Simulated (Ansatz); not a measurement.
# 1T-NiSTe monolayer in a perpendicular field

Aim: how the 1T-NiSTe monolayer screens a field along its normal, and what the field does to its bands. A positive field points along +c.

Calculated with Ansatz 0.2.0; plane-wave DFT, PBE-D3(BJ), Ansatz PAW.

## (1) Starting point

The cell holds 3 atoms: 1 Te, 1 Ni and 1 S. Cell: a = 3.565 Å, b = 3.565 Å, c = 35.641 Å, α = 90.0°, β = 90.0°, γ = 120.0°. Vacuum lies along c.

Structure file:

```cif
data_structure
_symmetry_space_group_name_H-M 'P 1'
_symmetry_Int_Tables_number 1
_cell_length_a 3.5650
_cell_length_b 3.5650
_cell_length_c 35.6414
_cell_angle_alpha 90.000
_cell_angle_beta 90.000
_cell_angle_gamma 120.000
_cell_volume 392.29
loop_
_atom_site_label
_atom_site_type_symbol
_atom_site_fract_x
_atom_site_fract_y
_atom_site_fract_z
_atom_site_occupancy
Te1 Te 0.66667 0.33333 0.46715 1
Ni2 Ni 0.00000 0.00000 0.50775 1
S3 S 0.33333 0.66667 0.53285 1
```

## (2) Relaxation

The starting cell is a guess, so the in-plane lattice and the atoms are relaxed first, with the slab cut off from its images along the normal.

The input, input.yaml:

```yaml
crystal:
  lattice:
    - [3.565, 0.0, 0.0]
    - [-1.7825, 3.0873805645, 0.0]
    - [0.0, 0.0, 35.64144055]
  atoms:
    - { symbol: Te, position: [0.6666666667, 0.3333333333, 0.4671528351] }
    - { symbol: Ni, position: [0.0, 0.0, 0.5077520179] }
    - { symbol: S, position: [0.3333333333, 0.6666666667, 0.5328471649] }
  periodic: [true, true, false]
kpoints:
  mp_grid: { grid: [12, 12, 1] }
hamiltonian:
  xc: pbe
  dispersion: d3bj
scf:
  occupations: { method: fermi_dirac, width: 0.05 }
  convergence: { dr2_threshold: 1.0e-09 }
relax:
  f_tol: 0.004
  max_steps: 90
  cell: {}
output:
  write_potential: true
  write_density: true
  volumetric_format: npy
```

On the command line:

```console
ansatz run input.yaml --threads 2 --pin off --max-ram 3072MiB --backend cpu --events-out ev --progress --plain --runs-dir out
```

Numbers of over 12 decimals in the logs are rounded to 6 here.

Log:

```text
Warning: relax.cell: scf.convergence.dr2_threshold = 1e-9 eV is looser than the 1.9696521919e-10 eV advised for a relaxation that steers and ends on the stress (1e-10 eV for each atom of the cell: 3, times the square of relax.cell.stress_2d_tol = 0.05 N/m over 12.3 Å (the atoms' height at the walk's start and 5 Å past either face), 4.051e-2 GPa, over a crystal's default 0.05). What an SCF threshold leaves in a stress goes as its square root, and in the free energy as the threshold itself, and one threshold admits the most on a small cell: [figures from the program's tests cut] Set scf.convergence.dr2_threshold to 1.9696521919e-10 eV or tighter. [rest of the remark cut]
Engine: ansatz 0.2.0, x86_64-unknown-linux-gnu
Pseudopotentials: kind: paw
Pseudopotential: Te, paw, valence charge 16, recommended cutoff 420 eV (normal), Te.paw.azcp
Pseudopotential: Ni, paw, valence charge 18, recommended cutoff 420 eV (normal), Ni.paw.azcp
Pseudopotential: S, paw, valence charge 6, recommended cutoff 420 eV (normal), S.paw.azcp
Functional definition: PBE
  parameter kappa = 0.804
  parameter beta = 0.066725
  exchange = pbe_x(kappa = kappa, mu = beta*pi^2/3)
  correlation = pbe_c(beta = beta)
Crystal: 3 atoms, lattice volume = 392.288 Å³
Basis set: ecut = 420 eV, 7565 PW (Γ), exchange–correlation on 48×48×480 points (8 copies of the dense FFT grid, shifted against one another)
Bands: 24, of which v1, the nominal top of the filled ones, is band 20 counted from 1 (19 counted from 0)
Symmetry: 6 space group operations
Space group: P3m1 (ITA 156), of the structure as read, at distance tolerance 7.3e-5 Å
k-points: 19 of 144 (time reversal used)
Non-local potential: Te, projectors of the file, l = 0: 2, l = 1: 2, l = 2: 2, l = 3: 2
Non-local potential: Ni, projectors of the file, l = 0: 3, l = 1: 2, l = 2: 3, l = 3: 1
Non-local potential: S, projectors of the file, l = 0: 2, l = 1: 2, l = 2: 2
PAW form: soft (Blöchl's): semilocal exchange-correlation on the pseudo side does not see the compensation charge
PAW one-centre angular grid: Te, 590 points (default); XC on 64 Gauss nodes
PAW one-centre angular grid: Ni, 590 points (default); XC on 64 Gauss nodes
PAW one-centre angular grid: S, 110 points (default); XC on 64 Gauss nodes
Initial density: superposition of atomic densities (neutral atoms: chi_scale 0, normalization atom), corrected by the library's trained network
Initial wavefunctions: pseudopotential atomic-orbital guess
Functional: x = pbe(κ = 0.804, μ = 0.219515), c = pbe(β = 0.066725)
SCF iter   1: F=—  HF=-13722.867051 eV  |F-HF|=—  |Δ(HF+E_count)|=         —  Δρ=2.05e-3  dr2=8.71e-2  ethr=1.77e-3  ⟨swp⟩=15.9  Hψ=3786  notcnv=0
preconditioner: auto → LDOS  [metal: Δε(μ)=0.059 eV  Ē_g=7.773 eV  σ=0.050 eV  W_gap=0.28  n_scr=20 (ndim 8)  ℏωp=8.8 eV  f_vac=0.819  D(μ)=2.69/eV (n_scr^D=12)  β→1.0]
SCF iter   2: F=—  HF=-13722.864123 eV  |F-HF|=—  |Δ(HF+E_count)|=   2.93e-3  Δρ=8.14e-4  dr2=9.02e-3  ethr=2.18e-4  ⟨swp⟩=4.2  Hψ=980  notcnv=0
SCF iter   3: F=—  HF=-13722.864540 eV  |F-HF|=—  |Δ(HF+E_count)|=   4.17e-4  Δρ=1.28e-3  dr2=7.14e-3  ethr=2.25e-5  ⟨swp⟩=3.1  Hψ=1083  notcnv=0
SCF iter   4: F=—  HF=-13722.863337 eV  |F-HF|=—  |Δ(HF+E_count)|=   1.20e-3  Δρ=2.50e-4  dr2=5.42e-4  ethr=1.79e-5  ⟨swp⟩=2.5  Hψ=848  notcnv=0
SCF iter   5: F=—  HF=-13722.863404 eV  |F-HF|=—  |Δ(HF+E_count)|=   6.68e-5  Δρ=3.11e-4  dr2=2.63e-4  ethr=1.36e-6  ⟨swp⟩=3.4  Hψ=1010  notcnv=0
SCF iter   6: F=—  HF=-13722.863379 eV  |F-HF|=—  |Δ(HF+E_count)|=   2.49e-5  Δρ=5.14e-5  dr2=8.04e-6  ethr=6.57e-7  ⟨swp⟩=2.4  Hψ=629  notcnv=0
SCF iter   7: F=—  HF=-13722.863398 eV  |F-HF|=—  |Δ(HF+E_count)|=   1.86e-5  Δρ=1.61e-5  dr2=6.84e-7  ethr=2.01e-8  ⟨swp⟩=3.4  Hψ=1002  notcnv=0
SCF iter   8: F=—  HF=-13722.863423 eV  |F-HF|=—  |Δ(HF+E_count)|=   2.55e-5  Δρ=5.04e-6  dr2=1.05e-7  ethr=1.71e-9  ⟨swp⟩=3.2  Hψ=958  notcnv=0
SCF iter   9: F=—  HF=-13722.863423 eV  |F-HF|=—  |Δ(HF+E_count)|=   1.66e-8  Δρ=3.97e-6  dr2=5.49e-8  ethr=2.63e-10  ⟨swp⟩=3.0  Hψ=893  notcnv=0
SCF iter  10: F=—  HF=-13722.863423 eV  |F-HF|=—  |Δ(HF+E_count)|=   2.77e-8  Δρ=9.35e-7  dr2=2.25e-9  ethr=1.37e-10  ⟨swp⟩=2.5  Hψ=699  notcnv=0
SCF iter  11: F=-13722.863423 eV  HF=-13722.863423 eV  |F-HF|=1.15e-8  |Δ(HF+E_count)|=   1.31e-8  Δρ=3.94e-7  dr2=4.25e-10  ethr=2.50e-12  ⟨swp⟩=11.9  Hψ=3526  notcnv=0
SCF 1 converged in 11 iterations: F = -13722.863423 eV  dr2 = 4.25e-10
  greatest PAW one-centre occupation: 1.000 electrons in one spin orbital (limit 2), on the Ni atom at site 1 (counted from 0), in its partial waves of l = 1
relax step   1: F+E_penalty+E_count = -13722.86342308 eV  Δ(F+E_penalty+E_count) = +0.000e0 eV  max|allowed force component| = 1.125e0 eV/Å  Δτ_max = 0.0000 Å  P = +1.460 N/m  Ω = 392.288 Å³  fix = [c, alpha, beta]  reactions: c +0.000 N/m  (11 SCF iters, accepted)
Crystal: 3 atoms, lattice volume = 383.444 Å³
Basis set: ecut = 420 eV, 7433 PW (Γ), exchange–correlation on 48×48×480 points (8 copies of the dense FFT grid, shifted against one another)
Initial density: handed on by an earlier stage of this run
Initial wavefunctions: those handed on with the density
iter 1 solved again at ethr=1.03e-4 eV; its pass at ethr=3.10e-3 eV (dr2=4.14e-2 eV) is discarded
SCF iter   1: F=—  HF=-13722.977405 eV  |F-HF|=—  |Δ(HF+E_count)|=         —  Δρ=4.17e-3  dr2=4.12e-2  ethr=1.03e-4  ⟨swp⟩=2.8  Hψ=3498  notcnv=0
preconditioner: auto → LDOS  [metal: Δε(μ)=0.075 eV  Ē_g=7.633 eV  σ=0.050 eV  W_gap=0.35  n_scr=20 (ndim 8)  ℏωp=8.9 eV  f_vac=0.812  D(μ)=2.03/eV (n_scr^D=10)  β→1.0]
SCF iter   2: F=—  HF=-13722.972420 eV  |F-HF|=—  |Δ(HF+E_count)|=   4.99e-3  Δρ=1.26e-3  dr2=5.11e-3  ethr=1.03e-4  ⟨swp⟩=2.6  Hψ=737  notcnv=0
SCF iter   3: F=—  HF=-13722.973899 eV  |F-HF|=—  |Δ(HF+E_count)|=   1.48e-3  Δρ=1.03e-3  dr2=2.77e-3  ethr=1.28e-5  ⟨swp⟩=3.0  Hψ=989  notcnv=0
SCF iter   4: F=—  HF=-13722.973604 eV  |F-HF|=—  |Δ(HF+E_count)|=   2.95e-4  Δρ=1.99e-4  dr2=1.12e-4  ethr=6.93e-6  ⟨swp⟩=2.4  Hψ=724  notcnv=0
SCF iter   5: F=—  HF=-13722.973638 eV  |F-HF|=—  |Δ(HF+E_count)|=   3.39e-5  Δρ=8.50e-5  dr2=2.79e-5  ethr=2.79e-7  ⟨swp⟩=3.2  Hψ=983  notcnv=0
SCF iter   6: F=—  HF=-13722.973608 eV  |F-HF|=—  |Δ(HF+E_count)|=   3.04e-5  Δρ=1.25e-5  dr2=1.50e-6  ethr=6.96e-8  ⟨swp⟩=2.4  Hψ=800  notcnv=0
SCF iter   7: F=—  HF=-13722.973640 eV  |F-HF|=—  |Δ(HF+E_count)|=   3.16e-5  Δρ=7.15e-6  dr2=2.61e-7  ethr=3.76e-9  ⟨swp⟩=2.6  Hψ=801  notcnv=0
SCF iter   8: F=—  HF=-13722.973640 eV  |F-HF|=—  |Δ(HF+E_count)|=   1.10e-7  Δρ=3.01e-6  dr2=3.09e-8  ethr=6.51e-10  ⟨swp⟩=2.4  Hψ=810  notcnv=0
[...]
relax step   4: F+E_penalty+E_count = -13722.99208466 eV  Δ(F+E_penalty+E_count) = -1.296e-3 eV  max|allowed force component| = 8.179e-2 eV/Å  Δτ_max = 0.0038 Å  P = -0.208 N/m  Ω = 371.096 Å³  energy of the carried Pulay correction = +6.033e-4 eV  fix = [c, alpha, beta]  reactions: c -0.000 N/m  (7 SCF iters, accepted)
[...]
relax step   5: F+E_penalty+E_count = -13722.99284472 eV  Δ(F+E_penalty+E_count) = -7.601e-4 eV  max|allowed force component| = 4.070e-2 eV/Å  Δτ_max = 0.0058 Å  P = +0.037 N/m  Ω = 368.891 Å³  energy of the carried Pulay correction = +6.680e-4 eV  fix = [c, alpha, beta]  reactions: c +0.000 N/m  (7 SCF iters, accepted)
[...]
relax step   6: F+E_penalty+E_count = -13722.99299491 eV  Δ(F+E_penalty+E_count) = -1.502e-4 eV  max|allowed force component| = 4.391e-3 eV/Å  Δτ_max = 0.0060 Å  P = -0.013 N/m  Ω = 368.362 Å³  energy of the carried Pulay correction = +6.836e-4 eV  fix = [c, alpha, beta]  reactions: c -0.000 N/m  (8 SCF iters, accepted)
[...]
relax step   7: F+E_penalty+E_count = -13722.99299632 eV  Δ(F+E_penalty+E_count) = -1.409e-6 eV  max|allowed force component| = 6.033e-4 eV/Å  Δτ_max = 0.0005 Å  P = +0.001 N/m  Ω = 368.371 Å³  energy of the carried Pulay correction = +6.833e-4 eV  fix = [c, alpha, beta]  reactions: c +0.000 N/m  (5 SCF iters, accepted)
Initial wavefunctions: pseudopotential atomic-orbital guess (no wavefunctions were taken with the density)
iter 1 solved again at ethr=1.36e-6 eV; its pass at ethr=3.10e-3 eV (dr2=5.45e-4 eV) is discarded
SCF iter   1: F=—  HF=-13722.992334 eV  |F-HF|=—  |Δ(HF+E_count)|=         —  Δρ=2.62e-5  dr2=4.85e-7  ethr=1.36e-6  ⟨swp⟩=5.2  Hψ=5632  notcnv=0
eigensolver tolerance schedule: the retry pair's looser diagonalisation over-reported the residual by 1121.14 of it (diagonalisation noise at 0.97 of the residual, at the tolerance the schedule requests for it); recorded, not acted on — ethr = c·dr2/N_el stays at c = 1.0e-1
SCF iter   2: F=—  HF=-13722.992285 eV  |F-HF|=—  |Δ(HF+E_count)|=   4.97e-5  Δρ=1.67e-4  dr2=7.83e-5  ethr=1.21e-9  ⟨swp⟩=5.4  Hψ=1460  notcnv=0
SCF iter   3: F=—  HF=-13722.992267 eV  |F-HF|=—  |Δ(HF+E_count)|=   1.81e-5  Δρ=1.87e-5  dr2=2.11e-6  ethr=1.21e-9  ⟨swp⟩=3.7  Hψ=1085  notcnv=0
SCF iter   4: F=—  HF=-13722.992277 eV  |F-HF|=—  |Δ(HF+E_count)|=   1.06e-5  Δρ=3.70e-5  dr2=3.28e-6  ethr=1.21e-9  ⟨swp⟩=3.1  Hψ=1068  notcnv=0
SCF iter   5: F=—  HF=-13722.992277 eV  |F-HF|=—  |Δ(HF+E_count)|=   2.64e-7  Δρ=2.85e-6  dr2=8.00e-8  ethr=1.21e-9  ⟨swp⟩=2.8  Hψ=987  notcnv=0
SCF iter   6: F=—  HF=-13722.992278 eV  |F-HF|=—  |Δ(HF+E_count)|=   5.89e-7  Δρ=7.27e-7  dr2=1.23e-9  ethr=2.00e-10  ⟨swp⟩=3.1  Hψ=919  notcnv=0
iter 7 met the thresholds in force, and the SCF goes on: an eigenvalue changes by 1.26 meV, over its tolerance of 1.03 meV (output.eigenvalues, Limitations)
SCF iter   7: F=-13722.992278 eV  HF=-13722.992278 eV  |F-HF|=1.60e-8  |Δ(HF+E_count)|=   2.94e-7  Δρ=1.60e-7  dr2=4.77e-11  ethr=2.50e-12  ⟨swp⟩=18.5  Hψ=4072  notcnv=0
iter 8 met the thresholds in force, and the SCF goes on: an eigenvalue changes by 2.40 meV, over its tolerance of 1.00 meV (output.eigenvalues, Limitations)
SCF iter   8: F=-13722.992278 eV  HF=-13722.992278 eV  |F-HF|=7.71e-10  |Δ(HF+E_count)|=   1.51e-8  Δρ=2.82e-8  dr2=1.65e-12  ethr=1.00e-12  ⟨swp⟩=9.5  Hψ=3009  notcnv=0
Mixer restart at iter 8: flushing history
SCF iter   9: F=-13722.992278 eV  HF=-13722.992278 eV  |F-HF|=7.28e-11  |Δ(HF+E_count)|=  8.08e-10  Δρ=4.73e-8  dr2=2.32e-11  ethr=1.00e-12  ⟨swp⟩=8.1  Hψ=2794  notcnv=0
SCF 8 converged in 9 iterations: F = -13722.992278 eV  dr2 = 2.32e-11
relax step   8: F+E_penalty+E_count = -13722.99227803 eV  Δ(F+E_penalty+E_count) = +7.183e-4 eV  max|allowed force component| = 7.888e-4 eV/Å  Δτ_max = 0.0000 Å  P = +0.005 N/m  Ω = 368.371 Å³  fix = [c, alpha, beta]  reactions: c +0.000 N/m  stress off target by 4.57e-3 N/m on what of the cell is left free  SCF on the basis re-selected at this cell (its energy is not comparable with the rows above)  (9 SCF iters)
basis re-selected at this cell: Δ(F+E_penalty+E_count) = +7.183e-4 eV, ΔP = +0.003 N/m vs the last step (what re-selecting the basis moved, of the pressure what is left beyond the Pulay correction that the steps carried, after the strain that the cell walked since its last selection, with what the two solves' SCF thresholds leave and, on support functions, any second-order correction that the steps lacked; it is no m [...]
WARN: The output density's exchange-correlation potential varies sharply where the density is thin. Do not read a vacuum level from v_tot or v_xc, or from such a field of the output density. On a cell that repeats whose density bears no net charge and no dipole along the vacuum's axis use v_es (v_loc + v_h of the components); under efield.dipole_correction with no amplitude use v_es + v_field, which holds any externa [...]
SCF converged after 9 iterations
an eigenvalue changed by more than its tolerance at an iteration that met the thresholds in force, so the SCF went on 2 times, its first undamped step at iteration 8: the last check found none over its tolerance
Free energy (F): -13722.992278 eV
Harris-Foulkes:  -13722.992278 eV  (|F-HF|=7.28e-11)
Internal energy: -13722.979062 eV  (E = F + TS)
E sigma→0 (E₀):  -13722.985670 eV
Entropy (-TS):   -0.013216 eV (-4.405 meV/atom)
Fermi energy:    -5.037180 eV
--- Per-component energies (eV) ---
  E_band       = -1270.478548
  E_kinetic    = 569.589649
  E_local      = -112802.061318  (includes V_loc(G=0)·N_el)
  E_nonlocal   = 353.364713
  E_hartree    = 55909.304891
  E_xc         = -305.958765
  E_vxc        = -300.623865  (∫ρ·V_xc dr)
  E_paw        = -6891.952910  (= ΣΔE_a)
  E_vpaw       = -909.357377  (= ΣTr[D̂ρ^β])
  E_aug_tail   = 0.000296  (compensation charges beyond the density's cutoff)
  E_ewald      = 49445.601181
  E_disp       = -0.866800  (pairwise vdW)
  E_smearing   = -0.013216  (= −TS)
  E_closure    = -0.000000  (closes the sum)
  Σ components = -13722.992278   (vs F -13722.992278, Δ=0.00e0)
--- Forces (eV/Å), atoms counted from 1 ---
  atom   1  Te     0.00000000    -0.00000000    -0.00022977
  atom   2  Ni     0.00000000     0.00000000    -0.00055951
  atom   3  S      0.00000000    -0.00000000     0.00078860
  max |Σ_I F_I| component: 6.77e-7 eV/Å
--- 2D stress c σ (N/m, compression-positive) ---
        0.004567      -0.000000       0.000000
       -0.000000       0.004567       0.000000
        0.000000       0.000000       0.000000
  P = ½ c Tr σ = 0.0046 N/m
--- Band table (eV; the first three rows and the last of 19) ---
  k-point 0: bands = [... 16 lower, -7.4114, -5.6750, -4.5466, -4.5466, -2.7000, -2.7000, -1.4137, -0.4790]
  k-point 1: bands = [... 16 lower, -7.3513, -5.6971, -4.8964, -4.6665, -3.3171, -2.8274, -1.2878, -0.3551]
  k-point 2: bands = [... 16 lower, -7.2867, -6.0516, -5.3000, -5.0095, -4.3671, -3.0838, -0.9438, -0.0022]
  k-point 18: bands = [... 16 lower, -7.9071, -7.0740, -6.7719, -6.4599, -5.3101, -4.0311, -0.3213, 1.4085]
  the weakly bound empty levels are not read free of the cell's end (no_gap_told)
--- Relaxed structure (7 steps of the walk, 7 accepted, 1 SCFs on fresh bases) ---
  F+E_penalty+E_count = -13722.99227803 eV   max|allowed force component| = 7.888e-4 eV/Å   (the final SCF, on the basis selected at the relaxed cell)
  cell:  # Å, volume = 368.3713 Å³
    - [3.454617, -4.084981512026661e-18, 0]
    - [-1.727309, 2.991786, 0]
    - [0, 0, 35.64144055]
  atoms:
    - { symbol: Te, position: [0.666667, 0.333333, 0.462549] }
    - { symbol: Ni, position: [-1.9634812782439335e-19, 0, 0.507221] }
    - { symbol: S, position: [0.333333, 0.666667, 0.537982] }
```

Run time: 41 s. Hardware: 2 threads of AMD EPYC 9R14 (Zen 4), shared host; peak memory 0.69 GiB; 80 s of CPU time.

This run has no spin polarisation, although Ni can carry a moment.

Relaxation path:

| step | energy less that of the first step (eV) | largest force component (eV/Å) | volume (Å³) |
| --- | --- | --- | --- |
| 1 | 0.0000 | 1.1251 | 392.29 |
| 2 | -0.1102 | 0.3059 | 383.44 |
| 3 | -0.1274 | 0.0820 | 373.48 |
| 4 | -0.1287 | 0.0818 | 371.10 |
| 5 | -0.1294 | 0.0407 | 368.89 |
| 6 | -0.1296 | 0.0044 | 368.36 |
| 7 | -0.1296 | 0.0006 | 368.37 |
| 8* | -0.1289 | 0.0008 | 368.37 |

Relaxation steps marked * repeat the geometry before them on a plane-wave basis chosen anew for their cell, so energy and pressure can jump there.

The run keeps the 6 symmetry operations that it works with, so distortions that break them were not tested.

| cell as run | before | after | change |
| --- | --- | --- | --- |
| a (Å) | 3.565 | 3.455 | -3.1 % |
| b (Å) | 3.565 | 3.455 | -3.1 % |

The atoms that moved most (Å, along periodic axes as changes of fractional coordinates times the final cell, across vacuum about the mean position):

| atom | dx | dy | dz | length |
| --- | --- | --- | --- | --- |
| S3 | 0.000 | 0.000 | 0.183 | 0.183 |
| Te1 | 0.000 | 0.000 | -0.164 | 0.164 |
| Ni2 | 0.000 | 0.000 | -0.019 | 0.019 |

Final coordinates:

```
Te Ni S
1.0
     3.45462    0.00000    0.00000
    -1.72731    2.99179    0.00000
     0.00000    0.00000   35.64144
Te Ni S
1 1 1
Direct
  0.66667 0.33333 0.46255
  0.00000 0.00000 0.50722
  0.33333 0.66667 0.53798
```

This step gave:

* energy at zero smearing: -13722.9857 eV

The lattice constant a goes from 3.565 to 3.455 Å.

(Continued in part 2 of 2.)

[Logs are printed without paths, hosts, clocks, repeated set-up lines and the standing remarks that a program may print on its own settings, such as how far it seeks lower states.]

[Hosts, paths, dates, database ids (printed as entryN), source tags and the programs' standing remarks are cut or masked in the printed files.]

[Maps of the electrostatic potential energy from Ansatz leave out the sawtooth potential of an applied field or a dipole correction, so their vacuum need not be flat; planar profiles and work functions include it.]
